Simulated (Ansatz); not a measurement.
SrVO3:

```
Sr V O
1.0
     3.84090    0.00000    0.00000
     0.00000    3.84090    0.00000
     0.00000    0.00000    3.84090
Sr V O
1 1 3
Direct
  0.50000 0.50000 0.50000
  0.00000 0.00000 0.00000
  0.00000 0.00000 0.50000
  0.00000 0.50000 0.00000
  0.50000 0.00000 0.00000
```

Base run:

* Program: Ansatz 0.2.0
* Functional: BLYP
* Potentials or basis: Ansatz PAW
* Cutoff: 420 eV (not typed: the program's choice for these potentials)
* k mesh: 7 × 7 × 7
* Occupations: fermi-dirac, width 0.05 eV
* Spin: collinear spin, ferromagnetic start
* Starting moments: [0.0, 2.0, 0.0, 0.0, 0.0] μB

Its results: band gap on the k mesh none (metal or under the smearing width); pressure 8.4 GPa; net moment 0.00 μB per cell.

Question: The run is repeated on the same cell with these changes: functional from BLYP to PBEsol. What comes out?

Answer: Band gap on the k mesh none (metal or under the smearing width); pressure -4.7 GPa; net moment 0.00 μB per cell.

PBEsol binds more tightly than BLYP, so the same cell stands under less pressure.

Caveats: semilocal functionals often make such compounds metallic where correlation or magnetic order opens a gap, which also shifts bond lengths; the PAW data sets come from PBE, with cores solved anew for the run's functional, which leaves a small shift of forces and pressure; the starting moments weren't kept.
